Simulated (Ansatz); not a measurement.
CsCl:
```
CELL_PARAMETERS angstrom
      3.96936     0.00000     0.00000
      0.00000     3.96936     0.00000
      0.00000     0.00000     3.96936
ATOMIC_POSITIONS crystal
  Cs 0.00000 0.00000 0.00000
  Cl 0.50000 0.50000 0.50000
```

Relaxed with LDA. Special points in fractions of this cell's reciprocal vectors: Γ (0.000, 0.000, 0.000); X (0.000, 0.500, 0.000); M (0.500, 0.500, 0.000); R (0.500, 0.500, 0.500).

Question: List the band energies nearest the valence-band maximum at these points for LDA in the plane-wave PAW code Ansatz.

Answer: In eV from the valence-band maximum; about four levels below and three above (degenerate sets whole), none deeper than 8.9 eV; points with the same levels are listed once.

```tsv
k	below	above
Γ	-5.63 -5.63 -5.63 0.00 0.00 0.00	4.99 4.99 5.41
X	-5.40 -5.40 -1.51 -0.38 -0.38	6.21 7.93 8.59
M	-5.27 -0.46 -0.46 -0.15	5.75 5.85 7.91 7.91
R	-6.34 -6.34 -6.34 -1.48 -1.48 -1.48	8.86 8.86 8.86
```

Space group Pm-3m (CsCl type). The LDA relaxation kept the symmetry of its start. Spin–orbit coupling is left out wherever it is not named.

Potentials: the earlier of the program's two PAW sets. The files were generated under PBE; for other functionals the program regenerates the frozen cores, and for LDA and PBEsol the local potential too.
